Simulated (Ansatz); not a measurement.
ZnS, 2 atoms in the cell. Symmetry: F-43m, No. 216, cubic system. The conventional cell has a = 5.404 Å, b = 5.404 Å, c = 5.404 Å, α = 90.00°, β = 90.00°, γ = 90.00°. Zn (site symmetry -43m) is surrounded by 4 S at 2.34 Å. Around S (site symmetry -43m) lie 4 Zn at 2.34 Å. 

| Quantity | Value |
| --- | --- |
| Program | Ansatz 0.2.0 |
| Task | relaxation of cell and atoms |
| Functional | PBEsol |
| Dispersion | D3(BJ) |
| Potentials or basis | all-electron LAPW, scalar-relativistic |
| Basis error allowed | 0.001 eV/atom |
| k mesh | 9 × 9 × 9 |
| Occupations | fermi-dirac, width 0.05 eV |
| Spin | no spin polarisation |

Potentials or basis: all-electron LAPW, scalar-relativistic.

Run with:

```bash
$ ansatz run input.yaml --threads 1 --pin off --max-ram 3072MiB --backend cpu --events-out ev --progress --plain --runs-dir out
```

Hardware: 1 thread of Arm Neoverse V2, with other jobs on the host.

Task: How long does it take, and how much memory?

Result: Run time: 35 s on 1 thread of Arm Neoverse V2 (shared host), peak memory 0.28 GiB. Counts: scf iterations 23, plane waves 459, k points 35, bands 21, ion steps 5.
